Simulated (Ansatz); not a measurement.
Take a crystal in which Li has been replaced by Na on all its sites, with the cell rescaled by a rough guess (in some cases also distorted within its space group) and nothing relaxed:

```cif
data_structure
_symmetry_space_group_name_H-M 'P 1'
_symmetry_Int_Tables_number 1
_cell_length_a 3.6977
_cell_length_b 3.6977
_cell_length_c 3.6977
_cell_angle_alpha 109.471
_cell_angle_beta 109.471
_cell_angle_gamma 109.471
_cell_volume 38.92
loop_
_atom_site_label
_atom_site_type_symbol
_atom_site_fract_x
_atom_site_fract_y
_atom_site_fract_z
_atom_site_occupancy
Na1 Na 0.00000 0.00000 0.00000 1
```

These are results of DFT PBE, scalar-relativistic, plane waves, PAW in Ansatz 0.2.0, not measurements.

Settings: cutoff 420 eV, Γ-centred mesh 14×14×14 on the computed 1-atom cell, Gaussian smearing of 0.10 eV; no spin polarisation.

(1) What pressure does the cell carry?

(2) Is it a metal on this mesh?

## Answers

(1) The pressure is -0.4 GPa (positive in compression), so the cell would contract.

(2) Yes, a band crosses the Fermi level.